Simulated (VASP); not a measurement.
Data:

```xyz
6
Lattice="3.5611 0.0000 0.0000 0.0000 3.5611 0.0000 0.0000 0.0000 5.1206" Properties=species:S:1:pos:R:3 pbc="T T T"
Zr     3.5611     0.0000     5.1206
Zr     1.7805     1.7805     2.5603
O      0.0000     1.7805     1.5024
O      0.0000     1.7805     4.0627
O      1.7805     0.0000     1.0579
O      1.7805     0.0000     3.6182
```

Level of theory: LDA (Ceperley-Alder, Perdew-Zunger), VASP's LDA PAW potentials (set 64) (plane waves; VASP). Run with 520 eV cut-off, 6×6×5 Γ-centred mesh, Gaussian smearing of 0.010 eV, potentials Zr_sv O.

Task: Give the electronic dielectric tensor ε∞ (DFPT, local fields included).

Result: 
```
5.78  0.00  0.00
0.00  5.78  0.00
0.00  0.00  5.25
```

Task: Give the Born effective charges.

Result: 
| atom | Z*xx | Z*yy | Z*zz | mean |
|---|---|---|---|---|
| Zr1 | 5.74 | 5.74 | 5.07 | 5.52 |
| Zr2 | 5.74 | 5.74 | 5.07 | 5.52 |
| O3 | -3.56 | -2.18 | -2.53 | -2.76 |
| O4 | -2.18 | -3.56 | -2.53 | -2.76 |
| O5 | -3.56 | -2.18 | -2.53 | -2.76 |
| O6 | -2.18 | -3.56 | -2.53 | -2.76 |

Task: And the static tensor with the ions free?

Result: 
```
49.8  0.00  0.00
0.00  49.8  0.00
0.00  0.00  19.8
```

Task: Which frequencies do the optical Γ-point modes have (no LO-TO splitting)?

Result: 145 (×4), 271, 321, 336, 447 (×2), 461 (×2), 598, 651 (×2), 659 cm⁻¹.

The structure comes from a computed database's ZrO2 entry (P4_2/nmc); how it stands against other phases isn't given here. It was relaxed first.
